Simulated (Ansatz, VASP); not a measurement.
## MnO in VASP and in Ansatz

```
CELL_PARAMETERS angstrom
0.00000 2.40278 2.40278
2.40278 0.00000 2.40278
2.40278 2.40278 0.00000
ATOMIC_POSITIONS crystal
Mn 0.00000 0.00000 0.00000
O 0.75000 0.75000 0.75000
```

Alike in both runs: functional PBE; k mesh 8 × 8 × 8; occupations gaussian, width 0.1 eV; collinear spin.

Ansatz relaxed the structure, and its values are those at the end. VASP's run is a single point on that final structure, the one shown.

|  | VASP | Ansatz |
| --- | --- | --- |
| version | VASP 6.6.1 | Ansatz 0.2.0 |
| potentials or method | VASP PAW PBE potentials, release 64 (Mn_pv, O) | scalar-relativistic, plane waves, PAW |
| plane-wave cutoff (eV) | 520 | 420 |
| valence electrons in the cell | 19 | 21 |

```tsv
	VASP	Ansatz	Ansatz less VASP
gap on the k mesh at the Fermi level (eV)	none	none	-
pressure (GPa)	0.0	-0.4	-0.33
net moment per atom (μB)	2.50	2.50	0.000
size of the moment on the site where the two differ most (μB)	4.43	3.98	-0.444
```

Site moments also hang on the region over which each program counts them. A gap of «none» marks a metal or a gap that the smearing closes. The two sets of potentials don't hold the same shells in valence.

Caveats: a cell with one magnetic atom can't hold antiferromagnetic order, which such compounds often take; semilocal functionals often make such compounds metallic where correlation or magnetic order opens a gap, which also shifts bond lengths.
